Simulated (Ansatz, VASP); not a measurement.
**AlSi11HO24 (Al-H pair in alpha-quartz) in two plane-wave programs**

One calculation is typed for both programs; each brings its own data sets. How far apart do they land? The cell is taken from a series of runs on this material, whose earlier steps may have relaxed, scaled, displaced or heated it; both programs get it as it stands.

Main program and level: Ansatz 0.2.0; plane waves, with VASP 6.6.1 beside it; single point at HSE06.

**1. Starting point**

The cell holds 37 atoms: 11 Si, 24 O, 1 Al and 1 H. Cell: a = 7.452 Å, b = 7.452 Å, c = 10.037 Å, α = 70.3°, β = 70.3°, γ = 71.4°. It derives from SiO2 (SiO2 (P3_221)). Nearest the centre at fractional (0.355, 0.472, 0.482): O12 at 0.54 Å, Al36 at 1.35 Å, H37 at 1.38 Å, Si1 at 2.08 Å, O35 at 2.36 Å, O28 at 2.43 Å, O19 at 2.44 Å, O22 at 2.87 Å.

**2. Ansatz: single point, HSE06**

Ansatz runs on its default PAW (the set named soft_2) files.

With cell and atoms fixed, the geometry can't cause a difference; cores, projectors, grids and the points listed under the comparison can.

Input file input.yaml:

```yaml
crystal:
  lattice:
    - [-2.50916922, 4.34600857, 5.50897405]
    - [5.01833843, 0.0, 5.50897405]
    - [5.01833843, 8.69201713, 0.0]
  atoms:
    - { symbol: Si, position: [0.075303859, 0.571230541, 0.447432247] }
    - { symbol: Si, position: [0.578272331, 0.082913981, 0.216168346] }
    - { symbol: Si, position: [0.396339701, 0.921003828, 0.049438487] }
    - { symbol: Si, position: [0.903683029, 0.424720483, 0.273816893] }
    - { symbol: Si, position: [-0.009589921, -0.00628888, 0.261486557] }
    - { symbol: Si, position: [0.504028985, 0.50426467, 0.003415044] }
    - { symbol: O, position: [0.308839655, 0.463944468, 0.454027532] }
    - { symbol: O, position: [0.797628873, 0.976281327, 0.232400189] }
    - { symbol: O, position: [0.433685669, 0.089874365, 0.378457855] }
    - { symbol: O, position: [0.952370644, 0.513564993, 0.098722323] }
    - { symbol: O, position: [0.441282862, 0.687669159, 0.072716762] }
    - { symbol: O, position: [0.947635333, 0.187959296, 0.313009895] }
    - { symbol: O, position: [0.164750927, -0.001348703, 0.11408987] }
    - { symbol: O, position: [0.684897271, 0.514523018, 0.347781222] }
    - { symbol: O, position: [0.053416413, 0.476794741, 0.334463128] }
    - { symbol: O, position: [0.516021919, 0.965426727, 0.137773967] }
    - { symbol: O, position: [0.05471947, 0.803012008, 0.389412594] }
    - { symbol: O, position: [0.56664714, 0.308325857, 0.125637777] }
    - { symbol: Si, position: [0.102154405, 0.575664089, 0.942259663] }
    - { symbol: Si, position: [0.591935395, 0.075110729, 0.715183333] }
    - { symbol: Si, position: [0.395970751, 0.945431005, 0.545683859] }
    - { symbol: Si, position: [0.906595868, 0.43082855, 0.784605275] }
    - { symbol: Si, position: [-0.004344748, 0.0074452, 0.766649399] }
    - { symbol: Al, position: [0.505765532, 0.506667805, 0.507717688] }
    - { symbol: O, position: [0.324207491, 0.487632817, 0.956995923] }
    - { symbol: O, position: [0.816793558, 0.981439066, 0.725365487] }
    - { symbol: O, position: [0.450811103, 0.030517875, 0.879467335] }
    - { symbol: O, position: [0.937717449, 0.514457784, 0.608840914] }
    - { symbol: O, position: [0.415013405, 0.726475503, 0.550046879] }
    - { symbol: O, position: [0.929193143, 0.196877516, 0.831563065] }
    - { symbol: O, position: [0.174636101, 0.044068285, 0.623465905] }
    - { symbol: O, position: [0.687762558, 0.5308551, 0.862515762] }
    - { symbol: O, position: [0.067568838, 0.487211462, 0.828437842] }
    - { symbol: O, position: [0.549155307, 0.962744042, 0.619899512] }
    - { symbol: O, position: [0.065471119, 0.811570863, 0.88693512] }
    - { symbol: O, position: [0.555663678, 0.304487554, 0.64504363] }
    - { symbol: H, position: [0.359532485, 0.339819644, 0.411157112] }
basis:
  ecutwfc: 420
  xc_grid: 2
hamiltonian:
  xc: hse06
kpoints:
  mp_grid: { grid: [1, 1, 1] }
scf:
  occupations: { method: fermi_dirac, width: 0.01 }
  max_iter: 120
output:
  forces: true
checkpoint:
  read: "../relax.run"
```

The run is started by

```console
> ansatz run input.yaml --threads 2 --pin off --max-ram 3768MiB --backend cpu --events-out ev --progress --plain --runs-dir out
```

Numbers of over 12 decimals in the logs are rounded to 6 here.

The log of the run:

```text
Warning: checkpoint.read: the run can stay near the saved state's solution: 2 site(s) moved relative to the saved geometry (max |Δs| = 8.361e-3 fractional); the SCF starts from the saved state under `checkpoint.density_extrapolation: transplant`, in force with no word given; its orbitals are not used off its sites. A run without `checkpoint.read` takes nothing of the state. A lower free energy from it at the same positions (and U, V and field ramp, if any) shows a solution that this start missed, and an equal or higher one rules none out (checkpoint.read, Limitations, in the input reference)
exact exchange: scf.exx.singularity resolves to wigner_seitz, which cuts the screened interaction at the faces of the exchange supercell's Wigner-Seitz cell, so that each pair interacts once, at the shortest of its separations (the periodic images that this leaves out come, for a point-like exchange hole, to about 0.070 eV on a filled level). The cut falls within the interaction's reach, and what an exchange supercel [...]
Engine: ansatz 0.2.0, x86_64-unknown-linux-gnu
Pseudopotentials: kind: paw
Pseudopotential: Si, paw, valence charge 4, recommended cutoff 420 eV (normal), Si.paw.azcp
Pseudopotential: O, paw, valence charge 6, recommended cutoff 420 eV (normal), O.paw.azcp
Pseudopotential: Al, paw, valence charge 3, recommended cutoff 420 eV (normal), Al.paw.azcp
Pseudopotential: H, paw, valence charge 1, recommended cutoff 420 eV (normal), H.paw.azcp
Functional definition: HSE06
  parameter a = 0.25
  parameter omega = 0.11/bohr
  exchange = pbe_x - a*pbe_x_sr(omega) + a*exact_x_sr(omega)
  correlation = pbe_c
Crystal: 37 atoms, lattice volume = 480.597 Å³
Basis set: ecut = 420 eV, 9403 PW (Γ), exchange–correlation on 100×100×144 points (8 copies of the dense FFT grid, shifted against one another)
Bands: 133, of which v1, the nominal top of the filled ones, is band 96 counted from 1 (95 counted from 0)
Symmetry: 1 space group operations
Space group: P1 (ITA 1), of the structure as read, at distance tolerance 7.8e-5 Å
k-points: 1
Non-local potential: Si, projectors of the file, l = 0: 2, l = 1: 2, l = 2: 2
Non-local potential: O, projectors of the file, l = 0: 2, l = 1: 2, l = 2: 1
Non-local potential: Al, projectors of the file, l = 0: 2, l = 1: 2, l = 2: 1
Non-local potential: H, projectors of the file, l = 0: 2, l = 1: 1
PAW form: soft (Blöchl's): semilocal exchange-correlation on the pseudo side does not see the compensation charge
PAW frozen core: Si, regenerated for the run's functional, and the local potential with it (the file was generated under x = pbe(κ = 0.804, μ = 0.219515), c = pbe(β = 0.066725))
PAW frozen core: O, regenerated for the run's functional, and the local potential with it (the file was generated under x = pbe(κ = 0.804, μ = 0.219515), c = pbe(β = 0.066725))
PAW frozen core: Al, regenerated for the run's functional, and the local potential with it (the file was generated under x = pbe(κ = 0.804, μ = 0.219515), c = pbe(β = 0.066725))
PAW one-centre angular grid: Si, 110 points (default); XC on 64 Gauss nodes
PAW one-centre angular grid: O, 110 points (default); XC on 96 Gauss nodes
PAW one-centre angular grid: Al, 110 points (default); XC on 64 Gauss nodes
PAW one-centre angular grid: H, 110 points (default); XC on 64 Gauss nodes
Initial density: read from a saved state, or passed on in memory by an earlier SCF of this step, an earlier step, the calling program or the single point that the run made first, carried with its atoms to this geometry
Initial wavefunctions: pseudopotential atomic-orbital guess
Functional: x = pbe(κ = 0.804, μ = 0.219515), c = pbe(β = 0.066725), warm-up for x = pbe(κ = 0.804, μ = 0.219515) + 0.25 (exact − pbe) at short range (hse, ω = 0.207870 Å⁻¹), c = pbe(β = 0.066725); HSE06 as pw.x's `hse` composes it (authors' and Libxc's form: `xc: wpbeh`)
iter 1 solved again at ethr=1.20e-4 eV; its pass at ethr=1.00e-1 eV (dr2=2.31e-1 eV) is discarded
SCF iter   1: F=—  HF=-21206.154503 eV  |F-HF|=—  |Δ(HF+E_count)|=         —  Δρ=7.76e-3  dr2=2.14e-1  ethr=1.20e-4  ⟨swp⟩=17.0  Hψ=1000  notcnv=0
preconditioner: auto → none  [insulator: Δε(μ)=5.406 eV  Ē_g=16.743 eV  σ=0.010 eV  W_gap=1.00  n_scr=102 (ndim 8)  ℏωp=23.5 eV  f_vac=0.162  D(μ)=0.00/eV (n_scr^D=0)]
SCF iter   2: F=—  HF=-21206.098799 eV  |F-HF|=—  |Δ(HF+E_count)|=   5.57e-2  Δρ=4.57e-3  dr2=3.19e-2  ethr=1.11e-4  ⟨swp⟩=5.0  Hψ=323  notcnv=0  defer=1
SCF iter   3: F=—  HF=-21206.091692 eV  |F-HF|=—  |Δ(HF+E_count)|=   7.11e-3  Δρ=1.46e-3  dr2=6.40e-3  ethr=1.66e-5  ⟨swp⟩=6.0  Hψ=372  notcnv=0  defer=2
iter 4 solved again at ethr=1.85e-7 eV; its pass at ethr=3.33e-6 eV (dr2=3.55e-4 eV) is discarded
SCF iter   4: F=-21206.090190 eV  HF=-21206.090458 eV  |F-HF|=2.68e-4  |Δ(HF+E_count)|=   1.23e-3  Δρ=3.06e-4  dr2=3.53e-4  ethr=1.85e-7  ⟨swp⟩=4.0  Hψ=554  notcnv=0  defer=1
SCF 1 stopped early in 4 iterations: F = -21206.090190 eV  dr2 = 3.53e-4
  greatest PAW one-centre occupation: 0.863 electrons in one spin orbital (limit 2), on the O atom at site 13 (counted from 0), in its partial waves of l = 0
Initial density: handed on by an earlier stage of this run
Initial wavefunctions: those handed on with the density
[...]
preconditioner: auto → none  [insulator: Δε(μ)=7.298 eV  Ē_g=19.284 eV  σ=0.010 eV  W_gap=1.00  n_scr=102 (ndim 8)  ℏωp=23.5 eV  f_vac=0.150  D(μ)=0.00/eV (n_scr^D=0)]
SCF iter   2: F=—  HF=-21210.279005 eV  |F-HF|=—  |Δ(HF+E_count)|=   5.98e-2  Δρ=9.99e-4  dr2=7.93e-3  ethr=1.84e-6  ⟨swp⟩=5.0  Hψ=514  notcnv=0
SCF iter   3: F=—  HF=-21210.338947 eV  |F-HF|=—  |Δ(HF+E_count)|=   5.99e-2  Δρ=7.57e-4  dr2=2.20e-3  ethr=1.26e-6  ⟨swp⟩=6.0  Hψ=520  notcnv=0
SCF iter   4: F=—  HF=-21210.338337 eV  |F-HF|=—  |Δ(HF+E_count)|=   6.10e-4  Δρ=2.08e-4  dr2=1.34e-4  ethr=1.10e-6  ⟨swp⟩=3.0  Hψ=294  notcnv=0
SCF iter   5: F=—  HF=-21210.338883 eV  |F-HF|=—  |Δ(HF+E_count)|=   5.46e-4  Δρ=1.29e-4  dr2=4.83e-5  ethr=4.67e-8  ⟨swp⟩=6.0  Hψ=423  notcnv=0
SCF iter   6: F=-21210.338875 eV  HF=-21210.338877 eV  |F-HF|=1.96e-6  |Δ(HF+E_count)|=   5.87e-6  Δρ=2.87e-5  dr2=3.02e-6  ethr=2.45e-8  ⟨swp⟩=4.0  Hψ=261  notcnv=0
SCF 2 stopped early in 6 iterations: F = -21210.338875 eV  dr2 = 3.02e-6
  Residual-converged pass: ⟨swp⟩=4.0  Hψ=365  notcnv=0  max |occ|·‖R‖ = 4.8e-6 eV (tolerance 6.7e-6 eV)  dr2=3.03e-6  dr2_onsite=2.28e-7  max |Δocc| = 0.0e0
  greatest PAW one-centre occupation: 0.867 electrons in one spin orbital (limit 2), on the O atom at site 13 (counted from 0), in its partial waves of l = 0
hybrid outer 1: dexx = +6.473e-2 eV, tail = 6.43e-5 eV
Exchange kernel: α = 0.2500, screened, ω = 0.2079 Å⁻¹, Wigner–Seitz truncation, v(0) = 764.3003 eV·Å³, q-mesh 1×1×1, nearest image of the exchange supercell L = 7.45 Å, pair-density grid 36×36×45, without the augmentation charges, whose exchange is taken in its separable form (sized by the pseudopotential files, 48×48×64 at the most)
Frozen-core exchange: fock
SCF iter   1: F=—  HF=-21210.338061 eV  |F-HF|=—  |Δ(HF+E_count)|=         —  Δρ=4.16e-5  dr2=5.51e-6  ethr=1.67e-7  ⟨swp⟩=9.0  Hψ=413  notcnv=0
preconditioner: auto → none  [insulator: Δε(μ)=7.266 eV  Ē_g=19.263 eV  σ=0.010 eV  W_gap=1.00  n_scr=102 (ndim 8)  ℏωp=23.5 eV  f_vac=0.162  D(μ)=0.00/eV (n_scr^D=0)]
SCF iter   2: F=—  HF=-21210.338059 eV  |F-HF|=—  |Δ(HF+E_count)|=   1.37e-6  Δρ=1.16e-5  dr2=2.50e-7  ethr=2.56e-9  ⟨swp⟩=3.0  Hψ=300  notcnv=0
SCF iter   3: F=—  HF=-21210.338060 eV  |F-HF|=—  |Δ(HF+E_count)|=   6.42e-7  Δρ=4.96e-6  dr2=5.77e-8  ethr=9.35e-11  ⟨swp⟩=7.0  Hψ=396  notcnv=0  defer=2
SCF iter   4: F=-21210.338060 eV  HF=-21210.338060 eV  |F-HF|=1.46e-9  |Δ(HF+E_count)|=   3.21e-9  Δρ=1.02e-6  dr2=2.86e-9  ethr=2.76e-11  ⟨swp⟩=4.0  Hψ=315  notcnv=0
SCF 3 converged in 4 iterations: F = -21210.338060 eV  dr2 = 2.86e-9
  Residual-converged pass: ⟨swp⟩=3.0  Hψ=287  notcnv=0  max |occ|·‖R‖ = 1.7e-6 eV (tolerance 1.9e-6 eV)  dr2=3.05e-9  dr2_onsite=2.08e-10  max |Δocc| = 0.0e0
hybrid outer 2: dexx = +6.515e-7 eV, tail = 1.51e-8 eV, Δε = 9.55e-4 eV (about 1.54e-5 eV left of the loop's levels), ΔF = 2.27e-3 eV/Å (tail 3.53e-4)
hybrid SCF converged: 2 outer / 10 inner (+4 warm-up), last move |dexx| = 6.52e-7 eV, tail = 1.51e-8 eV
Stability not checked: this state was not tested for a lower state beside it, because the functional holds exact exchange (a hybrid, or Hartree-Fock), whose exchange loop this test does not read (fock_operator; see scf.lower_state_search)
Free energy (F): -21210.338060 eV
Frozen-core exchange: fock
Harris-Foulkes:  -21210.338060 eV  (|F-HF|=1.46e-9)
Internal energy: -21210.338060 eV  (E = F + TS)
E sigma→0 (E₀):  -21210.338060 eV
Fermi energy:    4.537023 eV
--- Per-component energies (eV) ---
  E_band       = -1260.940495
  E_kinetic    = 4852.212972
  E_local      = -12353.620545  (includes V_loc(G=0)·N_el)
  E_nonlocal   = 1397.725478
  E_hartree    = 4486.056881
  E_xc         = -1966.687639
  E_vxc        = -2265.991688  (∫ρ·V_xc dr)
  E_exx        = -552.735038  (= α·E_x^exact, valence–valence)
  E_paw        = -9863.431512  (= ΣΔE_a)
  E_vpaw       = -757.973687  (= ΣTr[D̂ρ^β])
  E_aug_tail   = 0.060924  (compensation charges beyond the density's cutoff)
  E_ewald      = -7208.584606
  E_core_change = -1.334965  (= ΣΔE_core)
  E_smearing   = -0.000000  (= −TS)
  E_closure    = -0.000009  (closes the sum)
  Σ components = -21210.338060   (vs F -21210.338060, Δ=0.00e0)
--- Forces (eV/Å), atoms counted from 1 ---
  atom   1  Si    -0.14424163     0.12191219     0.06150115
  atom   2  Si    -0.13227735    -0.08044050     0.07701747
  atom   3  Si    -0.00648376    -0.01659340    -0.02011493
  atom   4  Si     0.03084470     0.01322118     0.01345531
  atom   5  Si    -0.01567432     0.04516172     0.00147616
  atom   6  Si     0.01443561    -0.02803091     0.01995838
  atom   7  O     -2.19005556    -0.33173948    -0.89659988
  atom   8  O      0.03323611    -0.02405082    -0.02917592
  atom   9  O      0.16601347    -0.03573079     0.08924140
  atom  10  O     -0.00574845    -0.00723145     0.00122318
  atom  11  O     -0.00426667    -0.00119789     0.00158727
  atom  12  O     -0.00765119    -0.00286939    -0.00560157
  atom  13  O      0.00314488    -0.00394408     0.00542935
  atom  14  O     -0.02069360     0.00246688     0.02095717
  atom  15  O     -0.01669693    -0.05038332    -0.03416393
  atom  16  O      0.02783061     0.02825596     0.01244683
  atom  17  O      0.04586453    -0.05406107     0.02502905
  atom  18  O      0.00023931     0.03602443    -0.03431845
  atom  19  Si    -0.00383774    -0.00350759    -0.01237240
  atom  20  Si     0.02787722    -0.00081395     0.03192516
  atom  21  Si     0.01996152     0.13572529    -0.11984801
  atom  22  Si    -0.02078672    -0.02872174     0.02846680
  atom  23  Si     0.01105618     0.00173649    -0.00418753
  atom  24  Al    -0.02466459    -0.08594746    -0.10406145
[...]
atom  30  O     -0.00699049     0.00531859    -0.00855754
  atom  31  O     -0.02986314    -0.00915935     0.01797611
  atom  32  O      0.01151237     0.00728058    -0.01235671
  atom  33  O      0.00499061     0.00961283    -0.00089621
  atom  34  O     -0.01198165    -0.03309644    -0.00788447
  atom  35  O      0.00192638    -0.00205082     0.00587715
  atom  36  O     -0.01281693     0.03380941    -0.00814026
  atom  37  H      2.17832731     0.34078832     0.85682064
  max |Σ_I F_I| component: 3.62e-5 eV/Å
--- Band table (eV) ---
  k-point 0: bands = [... 92 lower, 0.5681, 0.6452, 0.7259, 0.9045, 8.1696]
  guard bands above this table: 36 of the run's 133 bands. The solve was not asked for them (output.publish_guard_bands: true or output.eigenvalues: true publishes all)
```

In the SCF lines HF is the Harris–Foulkes energy and dr2 the Hartree energy of the density residual, in eV; the loop may stop once dr2 is under the threshold and the program's other checks hold. Hψ counts applications of the Hamiltonian.

[end of part 1 of 2]

[Lines on the potential files, build, host, timing and source positions are cut from VASP's logs without a mark.]

[Logs are printed without paths, hosts, clocks, repeated set-up lines and the standing remarks that a program may print on its own settings, such as how far it seeks lower states.]

[Hosts, paths, dates, database ids (printed as entryN), source tags and the programs' standing remarks are cut or masked in the printed files.]
